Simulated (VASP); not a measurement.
## CuCl (Nantokite): relaxation of cell and atoms with PBE

CuCl (Nantokite):

```xyz
2
Lattice="0.0000 2.7138 2.7138 2.7138 0.0000 2.7138 2.7138 2.7138 0.0000" Properties=species:S:1:pos:R:3 pbc="T T T"
Cu    0.0000    0.0000    0.0000
Cl    1.3569    1.3569    1.3569
```

| Quantity | Value |
| --- | --- |
| Program | VASP 6.6.1 |
| Task | relaxation of cell and atoms |
| Functional | PBE |
| Potentials or basis | VASP PAW PBE potentials, release 64 (Cu, Cl) |
| Cutoff | 600 eV |
| k mesh | 10 × 10 × 10 |
| Occupations | gaussian, width 0.03 eV |
| Spin | no spin polarisation |
| Further INCAR settings | ALGO = Normal; EDIFF = 1e-07; IBRION = 2; EDIFFG = -0.005; NSW = 90; ISIF = 3 |

- Relaxed volume: 20.00 Å³/atom
- Relaxed cell: a = 3.839 Å, b = 3.839 Å, c = 3.839 Å, α = 60.00°, β = 60.00°, γ = 60.00°
- Space group after relaxing (to 0.05 Å): F-43m (No. 216)
- Energy gained by relaxing: 0.0 meV/atom
- Ionic steps: 3
- Pressure after relaxing: 0.0 GPa
- Band gap on the k mesh: 0.53 eV, direct

Final structure:
```
CELL_PARAMETERS angstrom
0.00000 2.71443 2.71443
2.71443 0.00000 2.71443
2.71443 2.71443 0.00000
ATOMIC_POSITIONS crystal
Cu 0.00000 0.00000 0.00000
Cl 0.25000 0.25000 0.25000
```

Levels at points of the mesh, in eV from the valence-band top:
| k point | band 7 | band 8 | band 9 | band 10 | band 11 | band 12 |
| --- | --- | --- | --- | --- | --- | --- |
| (0.00, 0.00, 0.00) | 0.00 | 0.00 | 0.00 | 0.53 | 6.75 | 6.75 |
| (0.50, 0.00, 0.00) | -1.33 | -0.55 | -0.55 | 2.89 | 6.76 | 7.18 |
| (0.50, 0.50, 0.00) | -1.27 | -1.07 | -1.07 | 3.46 | 4.46 | 8.72 |

Run time: 40 s on 1 thread of AMD EPYC 9R45 (Zen 5) (shared host), peak memory 0.16 GiB.

A k mesh can miss the band edges. Expect the measured gap to be larger: semilocal functionals such as PBE lack the derivative discontinuity.
